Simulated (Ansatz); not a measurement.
Take a crystal in which Si has been replaced by C on all its sites, with the cell rescaled by a rough guess (in some cases also distorted within its space group) and nothing relaxed:

```yaml
crystal:
  lattice:
    - [-1.86853, 1.86853, 1.04740]
    - [1.86853, -1.86853, 1.04740]
    - [1.86853, 1.86853, -1.04740]
  atoms:
    - { symbol: C, position: [0.25000, 0.75000, 0.50000] }
    - { symbol: C, position: [0.50000, 0.50000, 0.00000] }
```

The calculation used Ansatz 0.2.0, DFT PBEsol, scalar-relativistic, plane waves, PAW.

Settings: cutoff 420 eV, Γ-centred mesh 22×22×22 on the computed 2-atom cell, Gaussian smearing of 0.10 eV; no spin polarisation.

Question: Will this cell want to expand or contract, and how hard?

Answer: The pressure is -58.4 GPa (positive in compression), so the cell would contract.

Question: Is it a metal on this mesh?

Answer: Yes, a band crosses the Fermi level.

This form isn't the element's structure at ambient conditions.